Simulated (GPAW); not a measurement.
Crystal: ZnS.

```xyz
2
Lattice="0.0000 2.7020 2.7020 2.7020 0.0000 2.7020 2.7020 2.7020 0.0000" Properties=species:S:1:pos:R:3 pbc="T T T"
Zn    4.0530    4.0530    4.0530
S     0.0000    0.0000    0.0000
```

Base run:

| Item | Value |
| --- | --- |
| Program | GPAW 26.7.0 |
| Functional | LDA |
| Potentials or basis | the program's PAW data sets (release 1.2.1) made for this functional |
| Cutoff | 600 eV |
| Basis | pw |
| k mesh | 7 × 7 × 7 |
| Occupations | fermi-dirac, width 0.05 eV |
| Spin | no spin polarisation |

Its results: band gap on the k mesh 1.86 eV, direct; pressure -4.9 GPa.

Question: The run is repeated on the same cell with these changes: functional from LDA to PBE; potentials or basis from the program's PAW data sets (release 1.2.1) made for this functional to GPAW PAW data sets (gpaw-data 1.2.1), newer versions. What comes out?

Answer: Band gap on the k mesh 2.11 eV, direct; pressure 1.7 GPa.
